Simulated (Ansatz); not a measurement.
**⁴⁹Ti nuclear quadrupole resonance in Ti₃O₅**

Cell: a Materials Project structure (computed, not necessarily an observed phase), atoms as given.

```cif
data_Ti3O5
_symmetry_space_group_name_H-M 'Cc'
_symmetry_Int_Tables_number 9
_cell_length_a 10.1895
_cell_length_b 5.0462
_cell_length_c 7.2010
_cell_angle_alpha 90.000
_cell_angle_beta 112.319
_cell_angle_gamma 90.000
loop_
_atom_site_label
_atom_site_type_symbol
_atom_site_symmetry_multiplicity
_atom_site_Wyckoff_symbol
_atom_site_fract_x
_atom_site_fract_y
_atom_site_fract_z
Ti1 Ti 4 a 0.8705 0.0090 0.7790
Ti3 Ti 4 a 0.1284 0.0140 0.7178
Ti5 Ti 4 a 0.5014 0.9976 0.5041
O7 O 4 a 0.3107 0.1605 0.8450
O8 O 4 a 0.4994 0.1896 0.2509
O9 O 4 a 0.5803 0.6574 0.4406
O11 O 4 a 0.6888 0.8404 0.1548
O12 O 4 a 0.4207 0.3422 0.5578
```

One atom of each set is listed; the run and its k-mesh use a cell of 16 atoms with edges of 5.69, 5.69, 7.20 Å.

Level of theory: DFT, r2SCAN, plane waves and PAW (field gradients read without the response of the frozen cores, which leaves them typically 4 to 6 % off), scalar-relativistic, 500 eV cutoff, Γ-centred 8×8×5 k-points, Fermi–Dirac smearing 0.05 eV (Ansatz 0.2.0).

⁴⁹Ti: I = 7/2, Q = 247.0 mb (year-2017 value). Static lattice, zero field.

Task: At which frequencies do the ⁴⁹Ti NQR lines lie?

Result: For I = 7/2 and η = 0 the lines are |C_Q|/14 times 1, 2 and 3; η shifts the lowest up most. At large η the states mix, and weaker lines appear at sums of the main ones; lines under 5 % of the strongest are left out.

| site | atoms | V_zz (10²¹ V/m²) | C_Q (MHz) | η | line frequencies (MHz) |
| --- | --- | --- | --- | --- | --- |
| Ti1 | 2 | -2.48 | -14.8 | 0.87 | 1.94, 2.55, 2.91 |
| Ti3 | 2 | -2.29 | -13.7 | 0.66 | 1.78, 1.93, 2.80, 3.71 |
| Ti5 | 2 | 1.76 | 10.5 | 0.94 | 1.40, 1.92, 2.04 |

Task: And for ⁴⁷Ti (I = 5/2, Q = 302.0 mb) on Ti1?

Result: C_Q scales with Q to -18.1 MHz, with lines at 4.38, 4.89, 9.27 MHz.

The largest force is 0.3 eV/Å, so the atoms aren't at the calculated equilibrium and relaxing them would move these values. The run finds no gap above 0.1 eV (a metal, or nearly one), so the gradients can move by 10 % or more with the k-mesh. Semilocal functionals can leave a metal where correlation in the d or f shell opens a gap in the real compound, and that would change the values at and beside Ti.

Hardware: 1 thread of AMD EPYC 9R45 (Zen 5) (x86_64; 16 cores open to the job, memory cap 3.0 GiB, no GPU), a shared host with a load of 0.1 a core. Wall time 1.7 min, CPU time 100 s, peak memory 1.6 GiB.
